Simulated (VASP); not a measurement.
# BaTiO3 (Pm-3m) in VASP: single point with HSE06

Aim: the single point of BaTiO3 with HSE06.

Everything below comes from runs of VASP 6.6.1. Logs are shortened: lines on timing, memory, paths and dates and some standing lists are left out, and cuts for length are marked.

**1. The structure**

Symmetry: Pm-3m, No. 221, cubic system. Conventional cell: a = 3.983 Å, b = 3.983 Å, c = 3.983 Å, α = 90.00°, β = 90.00°, γ = 90.00°. Ba (site symmetry m-3m) has 12 O at 2.82 Å as nearest neighbours. Around Ti (site symmetry m-3m) lie 6 O at 1.99 Å. O (site symmetry 4/mmm) has 2 Ti at 1.99 Å as nearest neighbours.

**2. Single point, HSE06**

Contents of POSCAR:

```
BaTiO3
1.0
    3.9832200000      0.0000000000      0.0000000000
    0.0000000000      3.9832200000      0.0000000000
    0.0000000000      0.0000000000      3.9832200000
Ba Ti O
1 1 3
Direct
    0.0000000000      0.0000000000      0.0000000000
    0.5000000000      0.5000000000      0.5000000000
    0.5000000000      0.5000000000      0.0000000000
    0.0000000000      0.5000000000      0.5000000000
    0.5000000000      0.0000000000      0.5000000000
```

Contents of INCAR.step1:

```
ALGO = Normal ; EDIFF = 1E-5
ENCUT = 520 ; GGA = PE
ISIF = 2 ; ISMEAR = 0
LASPH = True ; LCHARG = False
LREAL = False ; LWAVE = True
NBANDS = 28 ; NELM = 80
PREC = Accurate ; SIGMA = 0.02
```

Contents of INCAR.step2:

```
ALGO = Normal ; EDIFF = 1E-7
ENCUT = 520 ; GGA = PE
HFSCREEN = 0.2 ; ISIF = 2
ISMEAR = 0 ; ISTART = 1
LASPH = True ; LCHARG = False
LHFCALC = True ; LREAL = False
LWAVE = False ; NBANDS = 28
NELM = 80 ; PREC = Accurate
PRECFOCK = Fast ; SIGMA = 0.02
```

Contents of KPOINTS:

```
k-points
0
Gamma
  4 4 4
```

Potentials or basis: VASP PAW PBE potentials, release 64 (Ba_sv, Ti_sv, O).

Launch:

```
$ cat potpaw_PBE.64/Ba_sv/POTCAR potpaw_PBE.64/Ti_sv/POTCAR potpaw_PBE.64/O/POTCAR > POTCAR
$ cp INCAR.step1 INCAR
$ mpirun -np 1 vasp_std > vasp.out
$ cp INCAR.step2 INCAR
$ mpirun -np 1 vasp_std > vasp.out
```

OUTCAR:

```text
EDIFF = 1E-7
   ENCUT = 520
   GGA = PE
   HFSCREEN = 0.2
   ISIF = 2
   ISMEAR = 0
   ISTART = 1
   LASPH = True
   LHFCALC = True
   LREAL = False
   NELM = 80
   PREC = Accurate
   PRECFOCK = Fast

 ion  position               nearest neighbor table
   1  0.000  0.000  0.000-   3 2.82   4 2.82   5 2.82   4 2.82   5 2.82   3 2.82   4 2.82   4 2.82
                             3 2.82   5 2.82   5 2.82   3 2.82   2 3.45   2 3.45   2 3.45   2 3.45
   2  0.500  0.500  0.500-   3 1.99   4 1.99   5 1.99   3 1.99   5 1.99   4 1.99   1 3.45   1 3.45
                             1 3.45   1 3.45   1 3.45   1 3.45   1 3.45   1 3.45
   3  0.500  0.500  0.000-   2 1.99   2 1.99   1 2.82   1 2.82   1 2.82   1 2.82
   4  0.000  0.500  0.500-   2 1.99   2 1.99   1 2.82   1 2.82   1 2.82   1 2.82
   5  0.500  0.000  0.500-   2 1.99   2 1.99   1 2.82   1 2.82   1 2.82   1 2.82

  LATTYP: Found a simple cubic cell.
 ALAT       =     3.9832200000

  Lattice vectors:

 A1 = (   3.9832200000,   0.0000000000,   0.0000000000)
 A2 = (   0.0000000000,   3.9832200000,   0.0000000000)
 A3 = (   0.0000000000,   0.0000000000,   3.9832200000)

Analysis of symmetry for initial positions (statically):
=====================================================================
 Subroutine PRICEL returns:
 Original cell was already a primitive cell.

 Routine SETGRP: Setting up the symmetry group for a
 simple cubic supercell.

 Subroutine GETGRP returns: Found 48 space group operations
 (whereof 48 operations were pure point group operations)
 out of a pool of 48 trial point group operations.

The static configuration has the point symmetry O_h .

Analysis of symmetry for dynamics (positions and initial velocities):
=====================================================================
 Subroutine PRICEL returns:
 Original cell was already a primitive cell.

 Routine SETGRP: Setting up the symmetry group for a
 simple cubic supercell.

 Subroutine GETGRP returns: Found 48 space group operations
 (whereof 48 operations were pure point group operations)
 out of a pool of 48 trial point group operations.

The dynamic configuration has the point symmetry O_h .

 Subroutine INISYM returns: Found 48 space group operations
 (whereof 48 operations are pure point group operations),
 and found     1 'primitive' translations

----------------------------------------------------------------------------------------

                                     Primitive cell

  volume of cell :      63.1979

  direct lattice vectors                    reciprocal lattice vectors
     3.983220000  0.000000000  0.000000000     0.251053168  0.000000000  0.000000000
[... 92 lines left out ...]
   ISMEAR =     0;   SIGMA  =   0.02  broadening in eV -4-tet -1-fermi 0-gaus
   EFERMI_NEDOS =   21; number of points for ismear=-14 and -15
   IALGO  =     38    algorithm
   IMIX   =      1    mixing-type and parameters
     AMIX     =   0.40;   BMIX     =  1.00
     AMIX_MAG =   1.60;   BMIX_MAG =  1.00
  volume/ion in A,a.u.               =      12.64        85.30
  Fermi-wavevector in a.u.,A,eV,Ry     =   1.405596  2.656191 26.881035  1.975700
  Thomas-Fermi vector in A             =   2.528041
   LORBIT       =      0    0 simple, 1 ext, 2 COOP (PROOUT), +10 PAW based schemes
   GGA     = PE    functional components
   LHFCALC =     T    Hartree Fock is set to
   PRECFOCK=fast      Normal, Fast or Accurate (Low or Medium for compatibility)
   ENCUT4O =  -1.0   cutoff for four orbital integrals eV
   NKREDX  =     1    reduce k-point grid by
   NKREDY  =     1    reduce k-point grid by
   NKREDZ  =     1    reduce k-point grid by
   AEXX    =    0.2500 exact exchange contribution
   HFSCREEN=    0.2000 screening length (either q_TF or 0.3 A-1)
   HFSCREENC=   0.2000 screening length for correlation (either q_TF or 0.3 A-1)
   ENCUTFOCK=  -1.0 apply spherical cutoff to Coloumb kernel
   IVDW    =     0    specifies the selected vdW correction
   LEPSILON=     F    determine dielectric tensor
   LRPA    =     F    only Hartree local field effects (RPA)
 non-spin polarized calculation
 Gauss-broadening in eV      SIGMA  =   0.02
  energy-cutoff  :      520.00
  volume of cell :       63.20
 maximum number of plane-waves:      1743
 NGX is ok and might be reduce to    30
  NGX = 16; NGY = 16; NGZ = 16

 number of electron      39.9999977 magnetization

 Free energy of the ion-electron system (eV)
  ---------------------------------------------------
  ext. energy  EPLUGINS =         0.00000000
  ---------------------------------------------------
  free energy    TOTEN  =       -48.47489501 eV

  energy without entropy =      -48.47489501  energy(sigma->0) =      -48.47489501

 E-fermi :   2.9905     XC(G=0):  -9.3026

 val. band max:        2.8972378197   @ k =   0.5000   0.5000   0.5000
 cond. band min:       6.0828731120   @ k =   0.0000   0.0000   0.0000
 fundamental gap:      3.1856352923
 Fermi energy:         2.9905330008

 k-point     1 :       0.0000    0.0000    0.0000
  band No.  band energies     occupation
      1     -58.1111      2.00000
      2     -32.6599      2.00000
      3     -32.6599      2.00000
      4     -32.6599      2.00000
      5     -23.2071      2.00000
      6     -15.6532      2.00000
[... 299 lines left out ...]
     27      12.5720      0.00000
     28      12.5720      0.00000

------------------------ aborting loop because EDIFF is reached ----------------------------------------

  FORCE on cell =-STRESS in cart. coord.  units (eV):
  Direction    XX          YY          ZZ          XY          YZ          ZX
  --------------------------------------------------------------------------------------
  -------------------------------------------------------------------------------------
  Total        0.3677756      0.3677756      0.3677756      0.0000000     -0.0000000      0.0000000
  in kB        9.3237503      9.3237503      9.3237503      0.0000000     -0.0000000      0.0000000
  external PRESSURE =       9.3237503 kB  Pullay stress =       0.0000000 kB

 VOLUME and BASIS-vectors are now :
 -----------------------------------------------------------------------------
  energy-cutoff  :      520.00
  volume of cell :       63.20
      direct lattice vectors                 reciprocal lattice vectors
     3.983220000  0.000000000  0.000000000     0.251053168  0.000000000  0.000000000
     0.000000000  3.983220000  0.000000000     0.000000000  0.251053168  0.000000000
     0.000000000  0.000000000  3.983220000     0.000000000  0.000000000  0.251053168

 POSITION                                       TOTAL-FORCE (eV/Angst)
 -----------------------------------------------------------------------------------
      0.00000      0.00000      0.00000         0.000000      0.000000      0.000000
      1.99161      1.99161      1.99161         0.000000      0.000000      0.000000
      1.99161      1.99161      0.00000         0.000000      0.000000      0.000000
      0.00000      1.99161      1.99161         0.000000      0.000000      0.000000
      1.99161      0.00000      1.99161         0.000000      0.000000      0.000000
 -----------------------------------------------------------------------------------
    total drift:                                0.000000      0.000000      0.000001

  FREE ENERGIE OF THE ION-ELECTRON SYSTEM (eV)
  ---------------------------------------------------
  free  energy   TOTEN  =       -48.4748950115 eV

  energy  without entropy=      -48.4748950115  energy(sigma->0) =      -48.47489501
```

OSZICAR.step1:

```text
N       E                     dE             d eps       ncg     rms          rms(c)
DAV:   1     0.448304732516E+03    0.44830E+03   -0.20966E+04   560   0.155E+03
DAV:   2    -0.616051643212E+00   -0.44892E+03   -0.42779E+03   632   0.436E+02
DAV:   3    -0.481096957754E+02   -0.47494E+02   -0.46985E+02   776   0.139E+02
DAV:   4    -0.508077559584E+02   -0.26981E+01   -0.26919E+01   848   0.275E+01
DAV:   5    -0.508838025386E+02   -0.76047E-01   -0.76033E-01   756   0.350E+00    0.232E+01
DAV:   6    -0.400071122676E+02    0.10877E+02   -0.56737E+01   740   0.662E+01    0.969E+00
DAV:   7    -0.400318827147E+02   -0.24770E-01   -0.92079E+00   692   0.215E+01    0.663E+00
DAV:   8    -0.399016111043E+02    0.13027E+00   -0.81036E-01   668   0.783E+00    0.297E+00
DAV:   9    -0.399340341238E+02   -0.32423E-01   -0.21532E-01   756   0.332E+00    0.120E+00
DAV:  10    -0.399188249496E+02    0.15209E-01   -0.70106E-02   640   0.269E+00    0.311E-01
DAV:  11    -0.399183597943E+02    0.46516E-03   -0.39495E-03   824   0.487E-01    0.609E-02
DAV:  12    -0.399183114597E+02    0.48335E-04   -0.57840E-04   648   0.163E-01    0.386E-02
DAV:  13    -0.399183115893E+02   -0.12964E-06   -0.25374E-04   780   0.147E-01    0.412E-02
DAV:  14    -0.399183003236E+02    0.11266E-04   -0.94632E-05   692   0.925E-02    0.143E-02
DAV:  15    -0.399182970161E+02    0.33075E-05   -0.12719E-05   428   0.357E-02
   1 F= -.39918297E+02 E0= -.39918297E+02  d E =-.135475E-41
```

Run time: 23 min. Hardware: 1 thread of Intel Xeon Platinum 8259CL at 2.50GHz (Skylake/Cascade Lake), shared host; peak memory 0.29 GiB.

Results:

- Free energy: -48.4749 eV
- Pressure: 0.9 GPa
- Band gap on the k mesh: 3.19 eV, indirect (least direct gap 3.29 eV)

Levels at points of the mesh, in eV from the valence-band top:
```tsv
k point	band 16	band 17	band 18	band 19	band 20	band 21	band 22	band 23	band 24	band 25
(0.00, 0.00, 0.00)	-1.20	-1.20	-0.11	-0.11	-0.11	3.19	3.19	3.19	5.38	5.38
(0.50, 0.00, 0.00)	-2.05	-1.95	-1.95	-0.76	-0.76	3.37	5.16	5.16	5.39	7.65
(0.50, 0.50, 0.00)	-2.91	-1.92	-0.91	-0.91	-0.09	5.17	5.17	5.70	6.35	9.66
(0.50, 0.50, 0.50)	-2.52	-2.52	0.00	0.00	0.00	5.98	5.98	5.98	8.42	8.42
```

Caveat: the PAW data sets were made with another functional, which shifts forces and pressure a little; spin-orbit coupling is left out, which moves the levels of the heavy elements. A k mesh can miss the band edges.
